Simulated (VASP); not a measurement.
# Ga (C2/c) in VASP: notebook

The runs below take Ga through single point, with PBE.

Program: VASP 6.6.1. These are calculated values, not measurements. Logs are shortened: lines on timing, memory, paths and dates and some standing lists are left out, and cuts for length are marked.

## 1. The crystal as given

Symmetry: C2/c, No. 15, monoclinic system. The conventional cell has a = 2.766 Å, b = 8.053 Å, c = 3.332 Å, α = 90.00°, β = 92.02°, γ = 90.00°. Ga (site symmetry 2) is surrounded by 8 Ga at 2.69 to 2.92 Å.

This isn't the form of Ga at room conditions, which is orthorhombic.

## 2. Single point, PBE

File INCAR:

```
PREC = Accurate
ENCUT = 450
EDIFF = 1E-5
ISMEAR = 0
SIGMA = 0.15
LREAL = False
LASPH = True
NELM = 100
ALGO = Normal
ISIF = 2
LWAVE = False
LCHARG = False
GGA = PE
NBANDS = 20
ADDGRID = False
```

File KPOINTS:

```
regular mesh
0
Gamma
  11 11 9
```

File POSCAR:

```
Ga
1.0
    1.3830000000     -4.0265000000      0.0000000000
    1.3830000000      4.0265000000      0.0000000000
   -0.1174474948      0.0000000000      3.3299294416
Ga
2
Direct
    0.0863460000      0.8268100000      0.7848140000
    0.8777350000      0.1376800000      0.2531650000
```

Potentials or basis: VASP PAW PBE potentials, release 64 (Ga_d).

Started as:

```console
$ cat potpaw_PBE.64/Ga_d/POTCAR > POTCAR
$ mpirun -np 1 vasp_std > vasp.out
```

OUTCAR:

```text
PREC = Accurate
   ENCUT = 450
   EDIFF = 1E-5
   ISMEAR = 0
   LREAL = False
   LASPH = True
   NELM = 100
   ISIF = 2
   GGA = PE

 Found    545 irreducible k-points:

 Following reciprocal coordinates:
            Coordinates               Weight
  0.000000  0.000000  0.000000      1.000000
  0.090909 -0.000000  0.000000      2.000000
  0.000000 -0.090909  0.000000      2.000000
  0.181818  0.000000 -0.000000      2.000000
  0.000000 -0.181818  0.000000      2.000000
  0.272727 -0.000000  0.000000      2.000000
   k-points           NKPTS =    545   k-points in BZ     NKDIM =    545   number of bands    NBANDS=     20
   number of dos      NEDOS =    301   number of ions     NIONS =      2
   total plane-waves  NPLWV =  21600
   dimension x,y,z NGX =    30 NGY =   30 NGZ =   24
   dimension x,y,z NGXF=    60 NGYF=   60 NGZF=   48
   ions per type =               2
   NGX,Y,Z   is equivalent  to a cutoff of  11.71, 11.71, 11.97 a.u.
   NGXF,Y,Z  is equivalent  to a cutoff of  23.43, 23.43, 23.95 a.u.
 SYSTEM =  unknown system
   PREC   = accura    normal or accurate (medium, high low for compatibility)
   ISTART =      0    job   : 0-new  1-cont  2-samecut
   ICHARG =      2    charge: 1-file 2-atom 10-const
   ISPIN  =      1    spin polarized calculation?
   LNONCOLLINEAR =      F non collinear calculations
   LSORBIT =      F    spin-orbit coupling
   LASPH  =      T    aspherical Exc in radial PAW
   ENCUT  =  450.0 eV  33.07 Ry    5.75 a.u.   7.36  7.36  5.76*2*pi/ulx,y,z
   NELM   =    100;   NELMIN=  2; NELMDL= -5     # of ELM steps
   EDIFF  = 0.1E-04   stopping-criterion for ELM
   LREAL  =      F    real-space projection
   EDIFFG = 0.1E-03   stopping-criterion for IOM
   NSW    =      0    number of steps for IOM
   IBRION =     -1    ionic relax: 0-MD 1-quasi-New 2-CG
   NFREE  =      0    steps in history (QN), initial steepest desc. (CG)
   ISIF   =      2    stress and relaxation
   ISYM   =      2    0-nonsym 1-usesym 2-fastsym
   POTIM  = 0.5000    time-step for ionic-motion
   TEBEG  =    0.0;   TEEND  =   0.0 temperature during run
   PSTRESS=    0.0 pullay stress
   NELECT =      26.0000    total number of electrons
   NUPDOWN=      -1.0000    fix difference up-down
   EMIN   =  10.00;   EMAX   =-10.00  energy-range for DOS
   EFERMI =   0.00;   METHOD = LEGACY
   ISMEAR =     0;   SIGMA  =   0.15  broadening in eV -4-tet -1-fermi 0-gaus
   EFERMI_NEDOS =   21; number of points for ismear=-14 and -15
   IALGO  =     38    algorithm
   IMIX   =      4    mixing-type and parameters
     AMIX     =   0.40;   BMIX     =  1.00
     AMIX_MAG =   1.60;   BMIX_MAG =  1.00
  volume/ion in A,a.u.               =      18.54       125.14
  Fermi-wavevector in a.u.,A,eV,Ry     =   1.454323  2.748273 28.777089  2.115056
  Thomas-Fermi vector in A             =   2.571487
   LORBIT       =      0    0 simple, 1 ext, 2 COOP (PROOUT), +10 PAW based schemes
   GGA     = PE    functional components
   LHFCALC =     F    Hartree Fock is set to
   AEXX    =    0.0000 exact exchange contribution
   IVDW    =     0    specifies the selected vdW correction
   LEPSILON=     F    determine dielectric tensor
   LRPA    =     F    only Hartree local field effects (RPA)
 non-spin polarized calculation
 Gauss-broadening in eV      SIGMA  =   0.15
  energy-cutoff  :      450.00
  volume of cell :       37.09
 maximum number of plane-waves:       825
 NGX is ok and might be reduce to    30
   NGX = 15   NGY = 15   NGZ = 11

 number of electron      25.9999991 magnetization

 Free energy of the ion-electron system (eV)
  ---------------------------------------------------
  ext. energy  EPLUGINS =         0.00000000
  ---------------------------------------------------
  free energy    TOTEN  =        -5.75146217 eV

  energy without entropy =       -5.74310550  energy(sigma->0) =       -5.74728384

 E-fermi :   5.7210     XC(G=0): -11.0556

 val. band max:        5.7206784221   @ k =  -0.1818  -0.1818   0.2222
 cond. band min:       5.7231998864   @ k =   0.2727   0.0909  -0.3333
 fundamental gap:      0.0025214644
 Fermi energy:         5.7209974230

 k-point     1 :       0.0000    0.0000    0.0000
  band No.  band energies     occupation
      1      -9.5276      2.00000
      2      -9.4991      2.00000
      3      -9.4600      2.00000
      4      -9.4395      2.00000
      5      -9.1821      2.00000
      6      -9.1617      2.00000
      7      -9.1340      2.00000
      8      -9.1202      2.00000
      9      -9.1156      2.00000
     10      -8.9763      2.00000
     11      -5.5755      2.00000
     12       3.5440      2.00000
     13       4.0364      2.00000
     14       7.3191      0.00000
     15      11.0347      0.00000
     16      15.4166      0.00000
     17      15.8151      0.00000
     18      15.9602      0.00000
     19      16.5340      0.00000
     20      18.7131      0.00000

 k-point     2 :       0.0909   -0.0000    0.0000
  band No.  band energies     occupation
      1      -9.5202      2.00000
      2      -9.4871      2.00000
      3      -9.4451      2.00000
      4      -9.4085      2.00000
      5      -9.1934      2.00000
      6      -9.1822      2.00000
      7      -9.1399      2.00000
      8      -9.1297      2.00000
      9      -9.1205      2.00000
     10      -8.9774      2.00000
     11      -5.3915      2.00000
     12       3.1250      2.00000
     13       4.7842      2.00000
     14       7.5122      0.00000
     15      11.2025      0.00000
     16      12.9753      0.00000
     17      14.0800      0.00000
     18      15.8906      0.00000
     19      16.7125      0.00000
     20      19.5488      0.00000

 k-point     3 :       0.0000   -0.0909    0.0000
  band No.  band energies     occupation
      1      -9.5173      2.00000
      2      -9.4853      2.00000
      3      -9.4429      2.00000
      4      -9.4092      2.00000
      5      -9.1951      2.00000
      6      -9.1776      2.00000
      7      -9.1436      2.00000
      8      -9.1279      2.00000
      9      -9.1229      2.00000
     10      -8.9819      2.00000
     11      -5.3919      2.00000
     12       3.1041      2.00000
     13       4.8083      2.00000
     14       7.5160      0.00000
     15      11.2033      0.00000
     16      13.0305      0.00000
     17      13.9792      0.00000
     18      15.8789      0.00000
     19      16.7869      0.00000
     20      19.5636      0.00000

 k-point     4 :       0.1818    0.0000   -0.0000
  band No.  band energies     occupation
      1      -9.5040      2.00000
      2      -9.4604      2.00000
      3      -9.4052      2.00000
      4      -9.3317      2.00000
      5      -9.2314      2.00000
      6      -9.2172      2.00000
      7      -9.1625      2.00000
      8      -9.1533      2.00000
      9      -9.1246      2.00000
     10      -8.9816      2.00000
     11      -4.8353      2.00000
     12       2.8504      2.00000
     13       6.0156      0.00548
     14       8.0796      0.00000
     15       9.7245      0.00000
     16      11.4829      0.00000
     17      11.8973      0.00000
     18      15.8109      0.00000
     19      16.8733      0.00000
     20      20.4623      0.00000

 k-point     5 :       0.0000   -0.1818    0.0000
  band No.  band energies     occupation
      1      -9.4924      2.00000
      2      -9.4521      2.00000
      3      -9.3956      2.00000
      4      -9.3315      2.00000
      5      -9.2274      2.00000
      6      -9.2172      2.00000
      7      -9.1703      2.00000
      8      -9.1542      2.00000
      9      -9.1330      2.00000
     10      -8.9980      2.00000
     11      -4.8365      2.00000
     12       2.8055      2.00000
     13       6.0736      0.00089
     14       8.0960      0.00000
     15       9.7954      0.00000
     16      11.4709      0.00000
     17      11.7914      0.00000
     18      15.7690      0.00000
     19      16.9553      0.00000
     20      20.5148      0.00000

 k-point     6 :       0.2727   -0.0000    0.0000
  band No.  band energies     occupation
      1      -9.4875      2.00000
      2      -9.4325      2.00000
      3      -9.3649      2.00000
      4      -9.3211      2.00000
      5      -9.2835      2.00000
      6      -9.1911      2.00000
      7      -9.1685      2.00000
      8      -9.1604      2.00000
      9      -9.1310      2.00000
     10      -8.9893      2.00000
     11      -3.9014      2.00000
     12       2.8827      2.00000
     13       6.6390      0.00000
     14       7.4137      0.00000
     15       8.9934      0.00000
     16       9.6255      0.00000
     17      12.6749      0.00000
     18      15.7811      0.00000
     19      17.1052      0.00000
     20      20.0028      0.00000

 [... further k-points ...]

------------------------ aborting loop because EDIFF is reached ----------------------------------------

  FORCE on cell =-STRESS in cart. coord.  units (eV):
  Direction    XX          YY          ZZ          XY          YZ          ZX
  --------------------------------------------------------------------------------------
  -------------------------------------------------------------------------------------
  Total        0.2354775      0.5127309      0.5147059      0.0096741      0.1509381      0.0493010
  in kB       10.1729054     22.1505840     22.2359061      0.4179315      6.5207039      2.1298612
  external PRESSURE =      18.1864652 kB  Pullay stress =       0.0000000 kB

 VOLUME and BASIS-vectors are now :
 -----------------------------------------------------------------------------
  energy-cutoff  :      450.00
  volume of cell :       37.09
      direct lattice vectors                 reciprocal lattice vectors
     1.383000000 -4.026500000  0.000000000     0.361532899 -0.124177325  0.012751361
     1.383000000  4.026500000  0.000000000     0.361532899  0.124177325  0.012751361
    -0.117447495  0.000000000  3.329929442     0.000000000  0.000000000  0.300306663

 POSITION                                       TOTAL-FORCE (eV/Angst)
 -----------------------------------------------------------------------------------
      1.17072      2.98148      2.61338         0.004741     -0.296849     -0.211793
      1.37459     -2.97983      0.84302        -0.004741      0.296849      0.211793
 -----------------------------------------------------------------------------------
    total drift:                               -0.000011      0.000020     -0.000000

  FREE ENERGIE OF THE ION-ELECTRON SYSTEM (eV)
  ---------------------------------------------------
  free  energy   TOTEN  =        -5.7514621728 eV

  energy  without entropy=       -5.7431055005  energy(sigma->0) =       -5.74728384
```

It took 4 min on 1 thread of Intel Xeon Platinum 8259CL at 2.50GHz (Skylake/Cascade Lake), shared host; peak memory 0.36 GiB.

The run converged, but some of its settings lie outside the range that counts as converged, so its numbers aren't taken as properties of the crystal.

Results:

```yaml
Free_energy: -5.7515 eV
Pressure: 1.8 GPa
Largest_force: 0.365 eV/Å
Band_gap_on_the_k_mesh: none (metal or under the smearing width)
```

## 3. Single point, PBE

INCAR: that of step 2 with these lines changed.

```diff
@@ -2,3 +2,3 @@
 ENCUT = 450
-EDIFF = 1E-5
+EDIFF = 1E-6
 ISMEAR = 0
@@ -14,2 +14,2 @@
 NBANDS = 20
-ADDGRID = False
+ADDGRID = True
```

KPOINTS is that of step 2.

File POSCAR:

```
Ga
1.0
    1.3830000000     -4.0265000000      0.0000000000
    1.3830000000      4.0265000000      0.0000000000
   -0.1174474948      0.0000000000      3.3299294416
Ga
2
Direct
    0.1310000000      0.8690000000      0.7500000000
    0.8690000000      0.1310000000      0.2500000000
```

Potentials or basis: VASP PAW PBE potentials, release 64 (Ga_d).

Started as:

```console
$ cat potpaw_PBE.64/Ga_d/POTCAR > POTCAR
$ mpirun -np 1 vasp_std > vasp.out
```

Wall time 2.5 min (1 thread of Intel Xeon Platinum 8259CL at 2.50GHz (Skylake/Cascade Lake), shared host); peak memory 0.34 GiB.

These settings aren't checked as converged: the numbers below hold their error.

What came out:

```yaml
Free_energy: -5.7677 eV
Pressure: 1.7 GPa
Largest_force: 0.228 eV/Å
Band_gap_on_the_k_mesh: none (metal or under the smearing width)
```

## 4. Single point, PBE

INCAR is that of step 3.

KPOINTS is that of step 3.

File POSCAR:

```
Ga
1.0
    1.3830000000     -4.0265000000      0.0000000000
    1.3830000000      4.0265000000      0.0000000000
   -0.1174474948      0.0000000000      3.3299294416
Ga
2
Direct
    0.0863460000      0.8268100000      0.7848140000
    0.8777350000      0.1376800000      0.2531650000
```

Started as:

```console
$ cat potpaw_PBE.64/Ga_d/POTCAR > POTCAR
$ mpirun -np 1 vasp_std > vasp.out
```

It took 4.3 min on 1 thread of Intel Xeon Platinum 8259CL at 2.50GHz (Skylake/Cascade Lake), shared host; peak memory 0.43 GiB.

The run converged, but some of its settings lie outside the range that counts as converged, so its numbers aren't taken as properties of the crystal.

What came out:

- Free energy: -5.7515 eV
- Pressure: 2.1 GPa
- Largest force: 0.363 eV/Å
- Band gap on the k mesh: none (metal or under the smearing width)

## 5. Single point, PBE

INCAR: that of step 4 with these lines changed.

```diff
@@ -6,3 +6,3 @@
 LREAL = False
-LASPH = True
+LASPH = False
 NELM = 100
@@ -14,2 +14,2 @@
 NBANDS = 20
-ADDGRID = True
+ADDGRID = False
```

KPOINTS is that of step 4.

File POSCAR:

```
Ga
1.0
    1.3830000000     -4.0265000000      0.0000000000
    1.3830000000      4.0265000000      0.0000000000
   -0.1174474948      0.0000000000      3.3299294416
Ga
2
Direct
    0.1310000000      0.8690000000      0.7500000000
    0.8690000000      0.1310000000      0.2500000000
```

Started as:

```console
$ cat potpaw_PBE.64/Ga_d/POTCAR > POTCAR
$ mpirun -np 1 vasp_std > vasp.out
```

Wall time 2.3 min (1 thread of Intel Xeon Platinum 8259CL at 2.50GHz (Skylake/Cascade Lake), shared host); peak memory 0.26 GiB.

These settings aren't checked as converged: the numbers below hold their error.

What came out:

| Property | Result |
| --- | --- |
| Free energy | -5.7672 eV |
| Pressure | 1.7 GPa |
| Largest force | 0.231 eV/Å |
| Band gap on the k mesh | none (metal or under the smearing width) |

## 6. Single point, PBE

INCAR is that of step 5.

KPOINTS is that of step 5.

File POSCAR:

```
Ga
1.0
    1.3830000000     -4.0265000000      0.0000000000
    1.3830000000      4.0265000000      0.0000000000
   -0.1174474948      0.0000000000      3.3299294416
Ga
2
Direct
    0.0863460000      0.8268100000      0.7848140000
    0.8777350000      0.1376800000      0.2531650000
```

Potentials or basis: VASP PAW PBE potentials, release 64 (Ga_d).

Started as:

```console
$ cat potpaw_PBE.64/Ga_d/POTCAR > POTCAR
$ mpirun -np 1 vasp_std > vasp.out
```

Wall time 4.2 min (1 thread of Intel Xeon Platinum 8259CL at 2.50GHz (Skylake/Cascade Lake), shared host); peak memory 0.36 GiB.

The run converged, but some of its settings lie outside the range that counts as converged, so its numbers aren't taken as properties of the crystal.

Results:

```
Free energy            : -5.7508 eV
Pressure               : 2.1 GPa
Largest force          : 0.368 eV/Å
Band gap on the k mesh : none (metal or under the smearing width)
```

## 7. For comparison

An earlier run on the cell as given: functional PBE; potentials or basis VASP PAW PBE potentials, release 64 (Ga_d); cutoff 520 eV; k mesh 10 × 10 × 8; occupations fermi-dirac, width 0.05 eV; no spin polarisation.

- Pressure: 1.8 GPa
- Largest force: 0.203 eV/Å
- Band gap on the k mesh: none (metal or under the smearing width)
